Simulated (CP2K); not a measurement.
Runs of CP2K 2026.2 on ZrB2. Symmetry: P6/mmm, No. 191, hexagonal system. Conventional cell: a = 3.170 Å, b = 3.170 Å, c = 3.533 Å, α = 90.00°, β = 90.00°, γ = 120.00°. Zr (site symmetry 6/mmm) is surrounded by 12 B at 2.54 Å. Around B (site symmetry -6m2) lie 3 B at 1.83 Å. 

```tsv
potentials or basis	ADDED_MOS	gap on the mesh (eV)	pressure (GPa)
POTENTIAL_UZH Zr GTH-PBE-q12, B GTH-PBE-q3; TZVP-MOLOPT-PBE-GTH basis	[15]	none	2.1
POTENTIAL_UZH Zr GTH-PBE-q12, B GTH-PBE-q3; DZVP-MOLOPT-PBE-GTH basis	[15]	none	(a)
POTENTIAL_UZH Zr GTH-PBE-q12, B GTH-PBE-q3; TZV2P-MOLOPT-PBE-GTH basis	[15]	none	(b)
GTH_POTENTIALS Zr GTH-PBE-q12, B GTH-PBE-q3; DZVP-MOLOPT-SR-GTH basis	[15]	none	0.5
GTH_POTENTIALS Zr GTH-PBE-q12, B GTH-PBE-q3; SZV-MOLOPT-SR-GTH basis	[9]	none	-3.8
```

Alike in all rows: task band structure; level PBE; no spin polarisation; cell as given; k mesh 10 × 10 × 8; smearing fermi-dirac 0.05 eV.

Task: Estimate the missing entries.

Result: (a) 2.2; (b) 1.9.

Caveats: the basis of atomic orbitals isn't converged, which shifts pressures, moduli and gaps; a minimal basis gives rough bond lengths, pressures and levels (some runs).

A k mesh can miss the band edges, and the runs leave out spin-orbit coupling on Zr.

A gap of «none» marks a metal or a gap under the smearing width.
